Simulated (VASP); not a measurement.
Set up this calculation in VASP 6.6.1, as the native input.

```yaml
Task: G0W0 quasiparticle levels
Functional: PBE
Potentials_or_basis: VASP PAW PBE potentials, release 64 (P_GW, B_GW)
Cutoff: 450 eV
k_mesh: 6 × 6 × 6
Occupations: gaussian, width 0.01 eV
Spin: no spin polarisation
GW_scheme: G0W0
GW_iterations: 1
Cutoff_of_the_response_function: 180
Frequency_points: 50
Empty_bands: 19
Further_INCAR_settings: ALGO = EVGW0; EDIFF = 1e-08; NBANDS = 23
```

Crystal: BP.

```xyz
2
Lattice="0.0000 2.2690 2.2690 2.2690 0.0000 2.2690 2.2690 2.2690 0.0000" Properties=species:S:1:pos:R:3 pbc="T T T"
P     3.4035    3.4035    3.4035
B     0.0000    0.0000    0.0000
```

These files were run (other wordings do the same):

POSCAR

```
BP
1.0
    0.0000000000      2.2690000000      2.2690000000
    2.2690000000      0.0000000000      2.2690000000
    2.2690000000      2.2690000000      0.0000000000
P B
1 1
Direct
    0.7500000000      0.7500000000      0.7500000000
    0.0000000000      0.0000000000      0.0000000000
```

INCAR.step1

```
SYSTEM = BP
PREC = Accurate
ENCUT = 450
EDIFF = 1E-8
ISMEAR = 0
SIGMA = 0.01
LREAL = .FALSE.
LASPH = .TRUE.
NELM = 60
ALGO = Fast
LWAVE = .TRUE.
LCHARG = .FALSE.
GGA = PE
```

INCAR.step2

```
SYSTEM = BP
PREC = Accurate
ENCUT = 450
EDIFF = 1E-8
ISMEAR = 0
SIGMA = 0.01
LREAL = .FALSE.
LASPH = .TRUE.
NELM = 1
ALGO = Exact
LWAVE = .TRUE.
LCHARG = .FALSE.
GGA = PE
NBANDS = 23
LOPTICS = .TRUE.
ISTART = 1
```

INCAR.step3

```
SYSTEM = BP
PREC = Accurate
ENCUT = 450
EDIFF = 1E-8
ISMEAR = 0
SIGMA = 0.01
LREAL = .FALSE.
LASPH = .TRUE.
ALGO = EVGW0
LWAVE = .FALSE.
LCHARG = .FALSE.
GGA = PE
NELMGW = 1
NBANDS = 23
ENCUTGW = 180
NOMEGA = 50
PRECFOCK = Fast
ISTART = 1
NBANDSGW = 12
```

KPOINTS

```
regular mesh
0
G
  6 6 6
  0 0 0
```

Potentials or basis: VASP PAW PBE potentials, release 64 (P_GW, B_GW).

Command:

```bash
$ cat potpaw_PBE.64/P_GW/POTCAR potpaw_PBE.64/B_GW/POTCAR > POTCAR
$ cp INCAR.step1 INCAR
$ mpirun -np 1 vasp_std > vasp.out
$ cp INCAR.step2 INCAR
$ mpirun -np 1 vasp_std > vasp.out
$ cp INCAR.step3 INCAR
$ mpirun -np 1 vasp_std > vasp.out
```

Results of the run:

| Item | Value |
| --- | --- |
| Band gap on the k mesh, mean-field level | 1.33 eV, indirect (least direct gap 3.40 eV) |
| Quasiparticle gap | 1.91 eV |
| Least direct quasiparticle gap | 4.30 eV |

Caveat: bands, screening cutoff and mesh are small and nothing is extrapolated, so the quasiparticle values aren't converged.

It took 42 s on 1 thread of Intel(R) Xeon(R) 6975P-C (Granite Rapids), on a shared host, peak memory 0.24 GiB.
